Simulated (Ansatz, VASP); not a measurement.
**WC (Qusongite) in VASP and in Ansatz**

```
W C
1.0
     2.90650    0.00000    0.00000
    -1.45325    2.51710    0.00000
     0.00000    0.00000    2.83660
W C
1 1
Direct
  0.00000 0.00000 0.00000
  0.66667 0.33333 0.50000
```

Alike in both runs: task single point; functional PBE; k mesh 10 × 10 × 9; occupations gaussian, width 0.017 eV; no spin polarisation.

```csv
,VASP,Ansatz
version,VASP 6.6.1,Ansatz 0.2.0
potentials or method,"VASP PAW PBE potentials, release 64 (W_sv, C)",Ansatz PAW
plane-wave cutoff (eV),520,420
valence electrons in the cell,18,18
```

```csv
,VASP,Ansatz,Ansatz less VASP
gap on the k mesh at the Fermi level (eV),none,none,-
pressure (GPa),6.7,5.6,-1.13
largest component of the traceless stress (GPa),0.43,0.61,+0.179
```

A gap of «none» marks a metal or a gap that the smearing closes.

Caveats: the pressure holds a Pulay correction of +0.3 GPa for the finite cutoff (Ansatz). Spin-orbit coupling is left out, which matters for the levels of W.
